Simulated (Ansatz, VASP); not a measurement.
# Cross-check of BAs between VASP and Ansatz, part 2 of 2

Aim: how closely do two programs agree when they are given the same cell, functional and k mesh? The cell is taken from a series of runs on this material, whose earlier steps may have relaxed, scaled, displaced or heated it; both programs get it as it stands.

VASP 6.6.1 and Ansatz 0.2.0.

So far: The structure; VASP: zone-centre phonons, LDA.

### Step 3. Ansatz: zone-centre phonons, LDA

Level of this step: Ansatz beside VASP: Kohn-Sham DFT, plane waves, LDA (Ansatz).

Ansatz runs on its PAW soft_1 files.

The same cell, functional (in two slightly different forms) and mesh now go to Ansatz, which takes its cutoff from its data sets.

input.yaml

```yaml
crystal:
  lattice:
    - [0.0, 2.4604641815, 2.3158233247]
    - [2.4604641815, 0.0, 2.3158233247]
    - [2.4604641815, 2.4604641815, 0.0]
  atoms:
    - { symbol: B, position: [0.0, 0.0, 0.0] }
    - { symbol: As, position: [0.75, 0.75, 0.75] }
kpoints:
  mp_grid: { grid: [12, 12, 12] }
hamiltonian:
  xc: lda
  pseudopotentials: { kind: paw, azcp: { folder: soft_1 }, xc_functional: pbe }
scf:
  occupations: { method: fixed }
output:
  eigenvalues: true
phonons:
  method: dfpt
  dielectric: true
  rigid_motions: translations
```

Started as:

```bash
ansatz run input.yaml --threads 4 --pin off --max-ram 10240MiB --backend cpu --events-out ev --progress --plain --runs-dir out
```

Numbers of over 12 decimals in the logs are rounded to 6 here.

Log:

```text
Engine: ansatz 0.2.0, x86_64-unknown-linux-gnu
Pseudopotentials: kind: paw
Pseudopotential: B, paw, valence charge 3, recommended cutoff 420 eV (normal), soft_1/B.paw.azcp
Pseudopotential: As, paw, valence charge 15, recommended cutoff 420 eV (normal), soft_1/As.paw.azcp
Functional definition: SPW92
  exchange = slater_x
  correlation = pw_c
Crystal: 2 atoms, lattice volume = 28.039 Å³
Basis set: ecut = 420 eV, 535 PW (Γ), exchange–correlation on 48×48×48 points (8 copies of the dense FFT grid, shifted against one another)
Bands: 13, of which v1, the nominal top of the filled ones, is band 9 counted from 1 (8 counted from 0)
Symmetry: 8 space group operations
k-points: 868 of 1728 (irreducible under 1 space group operation, time reversal used)
Non-local potential: B, projectors of the file, l = 0: 2, l = 1: 2, l = 2: 1
Non-local potential: As, projectors of the file, l = 0: 2, l = 1: 2, l = 2: 3, l = 3: 1
PAW form: soft (Blöchl's): semilocal exchange-correlation on the pseudo side does not see the compensation charge
PAW frozen core: B, regenerated for the run's functional, and the local potential with it (the file was generated under x = pbe(κ = 0.804, μ = 0.219515), c = pbe(β = 0.066725))
PAW frozen core: As, regenerated for the run's functional, and the local potential with it (the file was generated under x = pbe(κ = 0.804, μ = 0.219515), c = pbe(β = 0.066725))
PAW one-centre angular grid: B, 110 points (default); XC on 64 Gauss nodes
PAW one-centre angular grid: As, 590 points (default); XC on 64 Gauss nodes
Initial density: superposition of atomic densities (chi_scale 0.1, normalization cell, long waves kept (reshape's long-wave potential 0.00 eV rms))
Initial wavefunctions: pseudopotential atomic-orbital guess
Functional: x = slater, c = lda
SCF iter   1: F=—  HF=-4924.050128 eV  |F-HF|=—  |Δ(HF+E_count)|=         —  Δρ=7.09e-2  dr2=1.83e0  ethr=3.10e-3  ⟨swp⟩=4.5  Hψ=57554  notcnv=0  defer=1039
preconditioner: auto → none  [insulator: Δε(μ)=0.893 eV  Ē_g=12.164 eV  n_scr=8 (ndim 8)  ℏωp=19.8 eV  f_vac=0.000  ε∞_Penn≈3.7]
SCF iter   2: F=—  HF=-4923.503746 eV  |F-HF|=—  |Δ(HF+E_count)|=   5.46e-1  Δρ=2.44e-2  dr2=1.52e-1  ethr=3.10e-3  ⟨swp⟩=2.3  Hψ=24143  notcnv=0  defer=1132
SCF iter   3: F=—  HF=-4923.461268 eV  |F-HF|=—  |Δ(HF+E_count)|=   4.25e-2  Δρ=9.95e-3  dr2=1.93e-2  ethr=8.46e-4  ⟨swp⟩=2.2  Hψ=16071  notcnv=0  defer=1684
SCF iter   4: F=—  HF=-4923.457669 eV  |F-HF|=—  |Δ(HF+E_count)|=   3.60e-3  Δρ=4.26e-3  dr2=3.97e-3  ethr=1.07e-4  ⟨swp⟩=2.8  Hψ=19624  notcnv=0  defer=1726
SCF iter   5: F=—  HF=-4923.456427 eV  |F-HF|=—  |Δ(HF+E_count)|=   1.24e-3  Δρ=1.03e-3  dr2=1.96e-4  ethr=2.20e-5  ⟨swp⟩=3.2  Hψ=20932  notcnv=0  defer=1734
SCF iter   6: F=—  HF=-4923.456393 eV  |F-HF|=—  |Δ(HF+E_count)|=   3.39e-5  Δρ=1.27e-4  dr2=2.46e-6  ethr=1.09e-6  ⟨swp⟩=3.0  Hψ=20776  notcnv=0  defer=1722
SCF iter   7: F=—  HF=-4923.456393 eV  |F-HF|=—  |Δ(HF+E_count)|=   6.41e-7  Δρ=6.54e-6  dr2=6.90e-9  ethr=1.37e-8  ⟨swp⟩=2.0  Hψ=14762  notcnv=0
SCF iter   8: F=—  HF=-4923.456393 eV  |F-HF|=—  |Δ(HF+E_count)|=   8.26e-8  Δρ=3.45e-7  dr2=1.61e-11  ethr=1.00e-12  ⟨swp⟩=5.5  Hψ=66387  notcnv=0
SCF iter   9: F=-4923.456393 eV  HF=-4923.456393 eV  |F-HF|=9.09e-13  |Δ(HF+E_count)|=  6.37e-12  Δρ=2.07e-8  dr2=6.31e-14  ethr=1.00e-12  ⟨swp⟩=4.0  Hψ=48887  notcnv=0
SCF 1 converged in 9 iterations: F = -4923.456393 eV  dr2 = 6.31e-14
  greatest PAW one-centre occupation: 0.999 electrons in one spin orbital (limit 2), on the As atom at site 1 (counted from 0), in its partial waves of l = 2
NSCF: frozen V_eff on 121 k-points
DFPT response loops at Γ: preconditioner auto → none (the input reference at scf.mixing.eps_inf says where Resta's filter doesn't serve); β = 0.50; Broyden in place of MSR1
── the response to a field inside a basis, on 12×12×12 k-points: an SCF that follows is theirs, and a resumed run solves both again ──
Bands: 10, of which v1, the nominal top of the filled ones, is band 9 counted from 1 (8 counted from 0)
k-points: 468 of 1728 (irreducible under 2 space group operations, time reversal used)
Initial density: handed on by an earlier stage of this run
Initial wavefunctions: pseudopotential atomic-orbital guess (no wavefunctions were taken with the density)
Eigensolver: Dense (468 Hₖ)
SCF iter   1: F=—  HF=-4923.456246 eV  |F-HF|=—  |Δ(HF+E_count)|=         —  Δρ=1.31e-4  dr2=1.23e-6  ethr=1.00e-1
preconditioner: auto → none  [insulator: Δε(μ)=0.513 eV  Ē_g=9.429 eV  n_scr=8 (ndim 8)  ℏωp=19.8 eV  f_vac=0.000  ε∞_Penn≈5.4]
SCF iter   2: F=—  HF=-4923.456246 eV  |F-HF|=—  |Δ(HF+E_count)|=   6.34e-9  Δρ=7.07e-5  dr2=4.08e-7  ethr=6.81e-9
SCF iter   3: F=-4923.456246 eV  HF=-4923.456246 eV  |F-HF|=4.85e-8  |Δ(HF+E_count)|=   1.42e-7  Δρ=1.47e-5  dr2=3.95e-8  ethr=2.26e-9
SCF 1 converged in 3 iterations: F = -4923.456246 eV  dr2 = 3.95e-8
DFPT response loops at Γ: mixed as the last ones told, above
SCF converged after 9 iterations
Free energy (F): -4923.456393 eV
Harris-Foulkes:  -4923.456393 eV  (|F-HF|=9.09e-13)
Internal energy: -4923.456393 eV  (E = F + TS)
E sigma→0 (E₀):  -4923.456393 eV
Fermi energy:    10.339751 eV
--- Per-component energies (eV) ---
  E_band       = -230.489248
  E_kinetic    = 146.001306
  E_local      = -1986.284551  (includes V_loc(G=0)·N_el)
  E_nonlocal   = -380.080525
  E_hartree    = 1112.366854
  E_xc         = -102.492989
  E_vxc        = -112.100809  (∫ρ·V_xc dr)
  E_paw        = -2005.243573  (= ΣΔE_a)
  E_vpaw       = -122.758379  (= ΣTr[D̂ρ^β])
  E_aug_tail   = -0.000003  (compensation charges beyond the density's cutoff)
  E_ewald      = -1709.843976
  E_core_change = 2.121063  (= ΣΔE_core)
  E_smearing   = -0.000000  (= −TS)
  E_closure    = -0.000000  (closes the sum)
  Σ components = -4923.456393   (vs F -4923.456393, Δ=0.00e0)
--- Band table (eV; the first three rows and the last of 868) ---
  k-point 0: bands = [... 5 lower, -5.1516, 9.8024, 9.8024, 10.3398, 12.9612, 13.3509, 13.3509, 14.2297]
  k-point 1: bands = [... 5 lower, -5.0408, 8.9198, 9.5821, 10.0011, 13.1023, 13.5516, 13.6127, 14.9342]
  k-point 2: bands = [... 5 lower, -4.7122, 7.0778, 9.1052, 9.5526, 13.0054, 14.0669, 14.1354, 16.3247]
  k-point 867: bands = [... 5 lower, -2.4024, 1.4493, 7.8875, 8.5461, 12.3248, 14.4719, 15.1127, 18.6810]
--- Phonons (Γ-DFPT): 4 representative perturbations + reference, on 868 of 1728 k-points (Σ response iterations 12) ---
  k mesh reduced under 1 symmetry operation, with k and −k counted as one. Each operation leaves every solved perturbation unchanged. A smaller set is not considered because the run solves the response to a homogeneous field
  ASR residual: 7.238e-6 → 0.000e0 eV/Å²; symmetrization residual: 2.865e-6 eV/Å²
  ASR residual per site (eV/Å²): 7.24e-6 1.82e-6
  Γ frequencies (cm⁻¹): 0.00 0.00 0.00 654.56 654.56 662.15
  ε∞ (high-frequency dielectric tensor):
       10.348734    -0.000000    -0.000000
       -0.000000    10.348734    -0.000000
       -0.000000    -0.000000     9.334259
  ε⁰ (static dielectric tensor: ions relaxed, cell fixed):
       10.395505    -0.000000    -0.000000
       -0.000000    10.395505    -0.000000
       -0.000000    -0.000000     9.412083
  ε⁰ − ε∞ (ionic part):
        0.046772    -0.000000     0.000000
       -0.000000     0.046772    -0.000000
        0.000000    -0.000000     0.077825
  softest optical mode at Γ: 654.56 cm⁻¹; the repairs (sum rule, projections) moved no ω² at Γ by more than (0.78 cm⁻¹)²
  Born effective charges Z* (e; rows j = field, columns β = displacement):
    site 0:
        -0.32845    0.00000   -0.00000
         0.00000   -0.32845   -0.00000
        -0.00000    0.00000   -0.42859
    site 1:
         0.32845   -0.00000    0.00000
        -0.00000    0.32845    0.00000
         0.00000   -0.00000    0.42859
  Z* charge neutrality: 4.054e-4 e pre-enforcement
  solved inside a basis spanned on kpoints, on 12×12×12 k-points, its susceptibility summed on 16×16×16: ε∞ is read to err by 2.9e-2, Z* by 1.6e-2 e (field_mesh: kpoints solves on kpoints); Z* is corrected for what the basis lacks
  optical modes at Γ without the LO–TO term, one row a degenerate level:
      ω (cm⁻¹)  modes    IR ((D/Å)²/amu)
        654.56      2             0.5269
        662.15      1             0.4486
  optical modes at Γ + LO–TO along q̂ = [1.0000, 0.0000, 0.0000]:
      ω (cm⁻¹)  modes    IR ((D/Å)²/amu)
        654.56      1             0.2634
        656.04      1             0.2634
        662.15      1             0.4486
  optical modes at Γ + LO–TO along q̂ = [0.0000, 1.0000, 0.0000]:
      ω (cm⁻¹)  modes    IR ((D/Å)²/amu)
        654.56      1             0.2634
        656.04      1             0.2634
        662.15      1             0.4486
  optical modes at Γ + LO–TO along q̂ = [0.0000, 0.0000, 1.0000]:
      ω (cm⁻¹)  modes    IR ((D/Å)²/amu)
        654.56      2             0.5269
        664.91      1             0.4486
```

In the SCF lines HF is the Harris–Foulkes energy and dr2 the Hartree energy of the density residual, in eV; the loop may stop once dr2 is under the threshold and the program's other checks hold. Hψ counts applications of the Hamiltonian.

### Step 4. Side by side

Known differences besides the potentials themselves: the two LDA forms differ slightly; fixed occupations in Ansatz, narrow Gaussian smearing in VASP; VASP's response is taken on the typed mesh, Ansatz refines its own for the field response alone; the data sets hold 18 valence electrons in Ansatz (on its PAW soft_1 files) and 8 in VASP; the cutoff is 420 eV in Ansatz and 500 eV in VASP; VASP's log shows a relativistic correction to its local exchange, Ansatz's none. Total energies have different zeros and are not compared.

Both answers:

| quantity | Ansatz | VASP | difference |
| --- | --- | --- | --- |
| ε∞ xx | 10.35 | 10.34 | +0.08 % |
| ε∞ yy | 10.35 | 10.34 | +0.08 % |
| ε∞ zz | 9.33 | 9.33 | +0.01 % |
| Born charge of B1 (mean of the diagonal) (e) | -0.36 | -0.40 | +0.04 |
| Born charge of As2 (mean of the diagonal) (e) | 0.36 | 0.40 | -0.04 |
| optical mode 1 to 2 (cm⁻¹) | 654.6 | 659.6 | -0.76 % |
| optical mode 3 (cm⁻¹) | 662.1 | 666.3 | -0.62 % |

Modes are paired by rising frequency, not by their patterns, so a pair may set unlike modes beside each other; they are those without the splitting of longitudinal modes.

### Step 5. What came out

```json
{
  "r.m.s. difference of the optical zone-centre modes, each program's sorted by frequency (zone-centre phonons, LDA)": "4.7 cm⁻¹",
  "difference in optical mode 1 to 2 (zone-centre phonons, LDA)": "-0.8 %"
}
```

**Reading.** The r.m.s. difference of the optical zone-centre modes, each program's sorted by frequency is 4.7 cm⁻¹ (zone-centre phonons, LDA). The data sets hold unlike numbers of valence electrons (18 in Ansatz and 8 in VASP), so part of the differences comes from the potentials. Among the rows given in per cent, the largest difference of the zone-centre phonons, LDA pair is in optical mode 1 to 2, -0.8 %. How closely two codes agree says nothing of how well the functional describes the real material.

[Lines on the potential files, build, host, timing and source positions are cut from VASP's logs without a mark.]

[Logs are printed without paths, hosts, clocks, repeated set-up lines and the standing remarks that a program may print on its own settings, such as how far it seeks lower states.]

[Hosts, paths, dates, database ids (printed as entryN), source tags and the programs' standing remarks are cut or masked in the printed files.]
